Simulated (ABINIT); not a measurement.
# CuO (Tenorite) (Cc) in ABINIT: optical spectrum with LDA

Aim: the optical spectrum of CuO (Tenorite) with LDA.

All numbers are computed with ABINIT 10.8.3 (patched build); they aren't measurements. Logs are shortened: lines on timing, memory, paths and dates and some standing lists are left out, and cuts for length are marked. The log counts tension as positive stress, the text compression.

## (1) The structure

The structure is monoclinic, space group Cc (No. 9). The conventional cell has a = 4.689 Å, b = 3.427 Å, c = 5.132 Å, α = 90.00°, β = 99.65°, γ = 90.00°. Cu (site symmetry 1) is surrounded by 4 O at 1.91 to 2.02 Å. O (site symmetry 1) is surrounded by 4 Cu at 1.91 to 2.02 Å.

## (2) Optical spectrum, LDA

Contents of run.abi:

```
# Datasets
ndtset 3

# Pseudopotentials
pp_dirpath "./"
pseudos "Cu.upf, O.upf"

# Structure
acell 3*1.0 Angstrom
rprim
     2.3446500000    -1.7134000000     0.0000000000
     2.3446500000     1.7134000000     0.0000000000
    -0.8605543552     0.0000000000     5.0594363927
ntypat 2
znucl 29 8
natom 4
typat 1 1 2 2
chkprim 0
chksymtnons 0
tolsym 1.0e-6
xred
   0.4968000000   0.0032000000            1/2
   0.0032000000   0.4968000000            0.0
   0.4056000000   0.5714000000   0.7537000000
   0.5714000000   0.4056000000   0.2537000000

# Plane-wave basis
ecut 46.0

# k points
ngkpt 12 12 6
nshiftk 1
shiftk 0.0 0.0 0.0
istwfk *1

# Exchange and correlation
ixc 7

# Bands and occupations
occopt 3
tsmear 0.05 eV

# SCF cycle
nstep 80

# Output
iomode 3
prteig 0
prtebands 0

# Dataset 1: ground state
nband1 30
tolvrs1 1.0e-12
prtden1 1
prtwf1 0
kptopt1 1

# Dataset 2: empty bands at fixed density
iscf2 -3
getden2 1
nband2 35
nbdbuf2 4
tolwfr2 1.0e-12
nstep2 120
prtden2 0
kptopt2 1

# Dataset 3: wave functions and velocity matrix elements in the full zone
optdriver3 8
wfk_task3 "wfk_optics_fullbz"
getwfk3 2
nband3 31
kptopt3 1
prtevk3 1
inclvkb3 2
```

Contents of optic.abi:

```
&FILES
 ddkfile_1 = 'runo_DS3_1_EVK.nc',
 ddkfile_2 = 'runo_DS3_2_EVK.nc',
 ddkfile_3 = 'runo_DS3_3_EVK.nc',
 wfkfile = 'runo_DS3_WFK.nc'
/
&PARAMETERS
 broadening = 0.001837,
 domega = 0.002,
 maxomega = 0.8,
 scissor = 0.000000,
 tolerance = 0.002
/
&COMPUTATIONS
 num_lin_comp = 3,
 lin_comp = 11,22,33,
 num_nonlin_comp = 0
/
```

Potentials or basis: PseudoDojo NC SR LDA v0.4.1 standard.

Launch:

```
mpirun --bind-to none -np 4 abinit run.abi > log 2>&1
optic optic.abi > optic.log 2>&1
```

run.abo:

```text
.Version 10.8.3 of ABINIT
 DATASET    1 : space group Cc (#  9); Bravais mC (1-face-center monocl.)
================================================================================
 Values of the parameters that define the memory need for DATASET  1.
     intxc =       0    ionmov =       0      iscf =       7    lmnmax =       6
     lnmax =       6     mgfft =      60  mpssoang =       3    mqgrid =    3001
     natom =       4  nloc_mem =       1    nspden =       1   nspinor =       1
    nsppol =       1      nsym =       2    n1xccc =    2501    ntypat =       2
    occopt =       3   xclevel =       1
       mpw =        4120          nfft =       77760          nkpt =         242
================================================================================
================================================================================
[... 13 lines left out ...]
 DATASET    3 : space group Cc (#  9); Bravais mC (1-face-center monocl.)
================================================================================
 Values of the parameters that define the memory need for DATASET  3.
     intxc =       0    ionmov =       0      iscf =       7    lmnmax =       6
     lnmax =       6     mgfft =      60  mpssoang =       3    mqgrid =    3001
     natom =       4  nloc_mem =       1    nspden =       1   nspinor =       1
    nsppol =       1      nsym =       2    n1xccc =    2501    ntypat =       2
    occopt =       3   xclevel =       1
       mpw =        4120          nfft =       77760          nkpt =         242
================================================================================
================================================================================

--------------------------------------------------------------------------------
------------- Echo of variables that govern the present computation ------------
--------------------------------------------------------------------------------
 -outvars: echo values of preprocessed input variables --------
            acell      1.8897261259E+00  1.8897261259E+00  1.8897261259E+00 Bohr
              amu      6.35460000E+01  1.59994000E+01
          chkprim           0
      chksymtnons           0
             ecut      4.60000000E+01 Hartree
           getden1          0
           getden2          1
           getden3          0
           getwfk1          0
           getwfk2          0
           getwfk3          2
             iscf1          7
             iscf2         -3
             iscf3          7
                       outvar_i_n : Printing only first  50 k-points.
              ixc           7
           jdtset        1    2    3
                       outvar_i_n : Printing only first  50 k-points.
         kptrlatt       12    0    0      0   12    0      0    0    6
          kptrlen      5.81895807E+01
            natom           4
            nband1         30
            nband2         35
            nband3         31
           nbdbuf1          0
           nbdbuf2          4
[... 372 lines left out ...]
comment             : Components of total free energy in Hartree
kinetic             :  1.95799757039946E+02
hartree             :  1.35119110917870E+02
xc                  : -5.41853831512542E+01
Ewald energy        : -2.48309193486708E+02
psp_core            :  1.02191544608009E+01
local_psp           : -3.77985750251463E+02
non_local_psp       : -7.25164507561102E+01
internal            : -4.11858755226918E+02
'-kT*entropy'       : -6.93660620320145E-04
total_energy        : -4.11859448887538E+02
...

--- !EnergyTermsDC
iteration_state     : {dtset: 2, }
comment             : '"Double-counting" decomposition of free energy'
band_energy         : -4.15048368057221E+01
Ewald energy        : -2.48309193486708E+02
psp_core            :  1.02191544608009E+01
xc_dc               : -1.32263878057843E+02
internal            : -4.11858753889472E+02
'-kT*entropy'       : -6.93660620320145E-04
total_energy_dc     : -4.11859447550092E+02
...

================================================================================
== DATASET  3 ==================================================================

--- !DatasetInfo
iteration_state: {dtset: 3, }
dimensions: {natom: 4, nkpt: 242, mband: 31, nsppol: 1, nspinor: 1, nspden: 1, mpw: 4120, }
cutoff_energies: {ecut:  46.0, pawecutdg:  -1.0, }
electrons: {nelect:   5.00000000E+01, charge:   0.00000000E+00, occopt:   3.00000000E+00, tsmear:   1.83746611E-03, }
meta: {optdriver: 8, wfk_task: 7, }
...

 mkfilename : getwfk/=0, take file _WFK from output of DATASET   2.

 Exchange-correlation functional for the present dataset will be:
  LDA: Perdew-Wang 92 LSD fit to Ceperley-Alder data - ixc=7
  J.P.Perdew and Y.Wang, PRB 45, 13244 (1992)

--------------------------------------------------------------------------------

 Computation of velocity matrix elements (DDK)

 Parameters extracted from the Abinit header:
    ecut:     46.0
    nkpt:    864
    mband:   35
    nsppol:  1
    nspinor: 1
    useylm:  0
    inclvkb: 2
    bmin: 1, bmax: 35
    Computing diagonal and off-diagonal matrix elements
    Between band index bmin: 1, bmax: 35

== END DATASET(S) ==============================================================
================================================================================

 -outvars: echo values of variables after computation  --------
            acell      1.8897261259E+00  1.8897261259E+00  1.8897261259E+00 Bohr
           etotal1    -4.1185944755E+02
           etotal2    -4.1185944755E+02
           etotal3     0.0000000000E+00
            fcart1    -1.1004617230E-02 -5.7235212962E-03  4.1311608043E-03
                      -1.1004617230E-02  5.7235212962E-03  4.1311608043E-03
                       1.1004617230E-02 -1.0261919547E-02 -4.1311608043E-03
                       1.1004617230E-02  1.0261919547E-02 -4.1311608043E-03
            fcart3     0.0000000000E+00  0.0000000000E+00  0.0000000000E+00
                       0.0000000000E+00  0.0000000000E+00  0.0000000000E+00
                       0.0000000000E+00  0.0000000000E+00  0.0000000000E+00
                       0.0000000000E+00  0.0000000000E+00  0.0000000000E+00
            rprim      2.3446500000E+00 -1.7134000000E+00  0.0000000000E+00
                       2.3446500000E+00  1.7134000000E+00  0.0000000000E+00
                      -8.6055435520E-01  0.0000000000E+00  5.0594363927E+00
           strten1     3.6464134017E-04  1.9985356728E-04  4.1971707782E-04
                       0.0000000000E+00  5.0955736719E-06  0.0000000000E+00
           strten3     0.0000000000E+00  0.0000000000E+00  0.0000000000E+00
                       0.0000000000E+00  0.0000000000E+00  0.0000000000E+00
           xangst      7.4204782240E-01 -8.4573424000E-01  2.5297181963E+00
                       1.1723250000E+00  8.4573424000E-01  0.0000000000E+00
                       1.6421232325E+00  2.8408172000E-01  3.8132972092E+00
                       2.0724004101E+00 -2.8408172000E-01  1.2835790128E+00
             xred      4.9680000000E-01  3.2000000000E-03  5.0000000000E-01
                       3.2000000000E-03  4.9680000000E-01  0.0000000000E+00
                       4.0560000000E-01  5.7140000000E-01  7.5370000000E-01
                       5.7140000000E-01  4.0560000000E-01  2.5370000000E-01
 Calculation completed.
```

It took 8.5 min on 4 MPI ranks of Arm Neoverse V2, shared host; peak memory 3 GiB.

Results:

```
Free energy            : -11207.2665 eV
Pressure               : -9.7 GPa
Largest force          : 0.802 eV/Å
Band gap on the k mesh : none (metal or under the smearing width)
```

Forces in eV/Å, atoms in the order of the input:
```
Cu  -0.566 -0.294  0.212
Cu  -0.566  0.294  0.212
O    0.566 -0.528 -0.212
O    0.566  0.528 -0.212
```

Stress tensor (GPa, compression positive):
```
-10.73   0.00  -0.15
  0.00  -5.88   0.00
 -0.15   0.00 -12.35
```

Dielectric function (mean over the directions given):
```csv
energy (eV),real part,imaginary part
0.33,24.22,63.47
0.98,-3.42,9.70
1.63,6.15,10.87
2.29,0.06,6.95
2.94,0.19,3.80
3.70,2.74,0.97
4.35,4.32,3.97
5.01,2.94,4.32
5.66,2.80,4.58
6.31,1.97,5.62
7.08,0.29,3.43
7.73,0.15,2.59
8.38,0.38,2.01
9.03,1.30,1.57
9.69,1.90,1.95
10.45,1.98,2.78
11.10,0.81,2.68
11.76,0.45,2.76
12.41,0.29,2.03
13.06,0.36,2.03
13.82,0.57,2.29
14.48,0.41,2.04
15.13,0.13,2.06
15.78,-0.02,1.86
16.44,-0.04,1.55
17.20,-0.20,1.46
17.85,-0.05,1.32
18.50,-0.16,1.37
19.16,-0.34,1.14
19.92,-0.43,0.88
```

Caveat: the intraband (Drude) term is left out; spectra need much finer meshes, so this one isn't converged; independent-particle spectra lack excitons; the run has no spin polarisation, though such a crystal can be magnetic; semilocal functionals often make such compounds metallic where correlation or magnetic order opens a gap, which also shifts bond lengths. With open d or f shells a metallic result of LDA can be an artefact of self-interaction; +U or a hybrid may open a gap.
